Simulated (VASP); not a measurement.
# ZnS (F-43m) under biaxial strain in the (110) plane, part 2 of 2

How do the elastic response and the band edges of ZnS follow biaxial strain in the (110) plane?

VASP 6.6.1, plane waves and PAW; the level of theory is named at each step.

So far. Step 5 (Band edges, r2SCAN with spin-orbit coupling): The run ends at a pressure of 2.33 GPa, with forces up to 0.022 eV/Å.

## Step 6: The table

Runs beyond LDA use the data sets made with LDA; this shifts their levels slightly, and their total energies have another zero (at TB-mBJ, which has no energy functional, they mean nothing).

The other members went through these steps as far as the tables show, with the same cutoff and, step by step, the same mesh; 47 runs are not shown. The session took 6.4 core hours (wall time by ranks) on a shared machine.

```csv
in-plane strain (%),strain along the normal (%),"mean of the two in-plane stresses, tension positive (GPa)",energy above the unstrained row (meV/atom),"gap on the mesh, LDA (eV)"
-2.000,1.636,-3.196,7.707,2.150
-1.500,1.203,-2.386,4.380,2.157
-1.000,0.792,-1.573,1.990,2.158
-0.500,0.381,-0.775,0.530,2.157
0,-0.016,0.021,0.000,2.150
0.500,-0.411,0.801,0.396,2.089
1.000,-0.785,1.582,1.694,2.026
1.500,-1.135,2.359,3.902,1.961
2.000,-1.480,3.113,6.997,1.894
```

Slopes at zero strain, from cubics through all rows: strain ratio -0.788, stress over strain 158 GPa.

Band edges at TB-mBJ with spin-orbit coupling, counted from the valence-band top at Γ, spin-orbit pairs averaged, with one row partly withheld:

```
in-plane strain (%)  gap (eV)  conduction band at Γ (eV)  Δ or X valley along z (eV)  Δ or X valley along x (eV)  lowest conduction level at L, [111] (eV)  lowest conduction level at L, [-111] (eV)  second valence level below the top (eV)  third valence level below the top (eV)
             -2.000     3.882                      3.882                       4.070                       4.259                                     4.871                                      4.568                                    0.055                                   0.209
             -1.500     3.892                      3.892                       4.166                       4.291                                     4.847                                      4.627                                    0.042                                   0.159
             -1.000     3.896                      3.896                       4.250                       4.322                                     4.823                                      4.680                                    0.031                                   0.112
             -0.500     3.897                      3.897                       4.323                       4.352                                     4.799                                      4.731                                    0.020                                   0.068
                  0     3.892                      3.893                       4.381                       4.380                                     4.775                                      4.776                                    0.000                                   0.040
              0.500     3.843                      3.843                       4.383                       4.366                                     4.710                                      4.777                                    0.039                                   0.071
              1.000         ?                          ?                       4.370                       4.347                                     4.642                                      4.771                                    0.080                                   0.113
              1.500     3.726                      3.726                       4.348                       4.328                                     4.576                                      4.759                                    0.121                                   0.156
              2.000     3.663                      3.663                       4.318                       4.308                                     4.510                                      4.744                                    0.163                                   0.201
```

Conduction masses, in electron masses:

```
in-plane strain (%)  conduction mass at Γ, along the strain axis or the normal of the plane  conduction mass at Γ, across the strain axis or in the plane
             -2.000                                                                   0.246                                                         0.304
             -1.500                                                                   0.247                                                         0.289
             -1.000                                                                   0.252                                                         0.281
             -0.500                                                                   0.259                                                         0.269
                  0                                                                   0.261                                                         0.261
              0.500                                                                   0.274                                                         0.262
              1.000                                                                   0.277                                                         0.255
              1.500                                                                   0.287                                                         0.249
              2.000                                                                   0.293                                                         0.245
```

Band edges at r2SCAN with spin-orbit coupling, counted from the valence-band top at Γ, spin-orbit pairs averaged:

| in-plane strain (%) | gap (eV) | conduction band at Γ (eV) | Δ or X valley along z (eV) | Δ or X valley along x (eV) | lowest conduction level at L, [111] (eV) | lowest conduction level at L, [-111] (eV) | second valence level below the top (eV) | third valence level below the top (eV) |
| --- | --- | --- | --- | --- | --- | --- | --- | --- |
| -2.000 | 2.945 | 2.945 | 3.243 | 3.471 | 4.044 | 3.695 | 0.062 | 0.226 |
| -1.500 | 2.950 | 2.950 | 3.349 | 3.498 | 4.010 | 3.756 | 0.048 | 0.173 |
| -1.000 | 2.950 | 2.950 | 3.439 | 3.524 | 3.976 | 3.811 | 0.037 | 0.125 |
| -0.500 | 2.944 | 2.944 | 3.514 | 3.548 | 3.942 | 3.863 | 0.024 | 0.082 |
| 0 | 2.933 | 2.933 | 3.571 | 3.571 | 3.907 | 3.908 | 0.001 | 0.055 |
| 0.500 | 2.879 | 2.879 | 3.572 | 3.553 | 3.834 | 3.911 | 0.040 | 0.086 |
| 1.000 | 2.816 | 2.816 | 3.554 | 3.531 | 3.757 | 3.905 | 0.084 | 0.128 |
| 1.500 | 2.750 | 2.750 | 3.526 | 3.509 | 3.682 | 3.893 | 0.127 | 0.172 |
| 2.000 | 2.680 | 2.680 | 3.487 | 3.486 | 3.607 | 3.877 | 0.172 | 0.218 |

Conduction masses, in electron masses:

| in-plane strain (%) | conduction mass at Γ, along the strain axis or the normal of the plane | conduction mass at Γ, across the strain axis or in the plane |
| --- | --- | --- |
| -2.000 | 0.185 | 0.230 |
| -1.500 | 0.188 | 0.221 |
| -1.000 | 0.193 | 0.215 |
| -0.500 | 0.197 | 0.207 |
| 0 | 0.202 | 0.201 |
| 0.500 | 0.206 | 0.196 |
| 1.000 | 0.209 | 0.190 |
| 1.500 | 0.214 | 0.185 |
| 2.000 | 0.217 | 0.180 |

## Step 7: Fit and prediction

The quantity to fit is the conduction level at Γ above the mean of the three top valence levels at TB-mBJ with spin-orbit coupling: 3.970, 3.959, 3.944, 3.927, 3.906, 3.880, 3.818, 3.784 eV in the rows shown.

Fitting a parabola to the 8 known rows (e: strain in %) gives E = − 0.007060 e² − 0.04667 e + 3.905 in eV; the residuals are 5.5e-4 eV r.m.s.

For the withheld row, e = 1, the fit gives 3.8513 eV.

## Step 8: Checking the prediction

The calculation gives 3.8505 eV, so the prediction is 0.0008 eV too high, within twice the residual of the fit.

## Step 9: Results

| Property | Result |
| --- | --- |
| ratio of normal to in-plane strain | -0.788 |
| biaxial modulus | 158 GPa |
| gap of the unstrained cell, TB-mBJ with spin-orbit coupling | 3.89 eV |
| gap of the unstrained cell, r2SCAN with spin-orbit coupling | 2.93 eV |
| slope at zero strain of the conduction level at Γ above the mean of the three top valence levels, TB-mBJ with spin-orbit coupling | -47 meV per % |
| error of the predicted row | 0.8 meV |

As a check, the curvature of the energy gives 159 GPa for the same modulus (energy per volume = M × strain²), 0 % from the slope of the stress. At TB-mBJ with spin-orbit coupling the lowest conduction valley is Γ throughout, and the gap runs between 3.66 and 3.90 eV. At r2SCAN with spin-orbit coupling the lowest conduction valley is Γ throughout, and the gap runs between 2.68 and 2.95 eV. Hole masses are left out throughout, since the top bands are degenerate or cross in many series; of conduction masses, those of the Γ, L and (for Si and Ge under (001) strain) Δ valleys are kept where they change by under an eighth between rows. A measured gap of unstrained ZnS is 3.85 eV (arxiv:0911.5022, direct gap E0 at Gamma, 19 K); the static gaps here belong to the lattice relaxed at LDA. TB-mBJ is a potential fitted for gaps; it has no energy functional, so its total energies and forces mean nothing, and its bands tend to come out too narrow. r2SCAN opens gaps somewhat over GGA but leaves them below measured values as a rule. Δ or X levels are the lowest on their line, refined by a parabola unless they lie at X; the gap is read from all points sampled and can differ from the lowest valley by some meV, or by tens of meV where strain moves the valence top off Γ. Temperature, zero-point motion and excitons are left out.

[Lines on the potential files, build, host, timing and source positions are cut from VASP's logs without a mark.]

[Logs are printed without paths, hosts, clocks, repeated set-up lines and the standing remarks that a program may print on its own settings, such as how far it seeks lower states.]

[Hosts, paths, dates, database ids (printed as entryN), source tags and the programs' standing remarks are cut or masked in the printed files.]

[In band tables of VASP the shares of atoms and orbitals are scaled to a sum of 1 inside the atoms' spheres.]
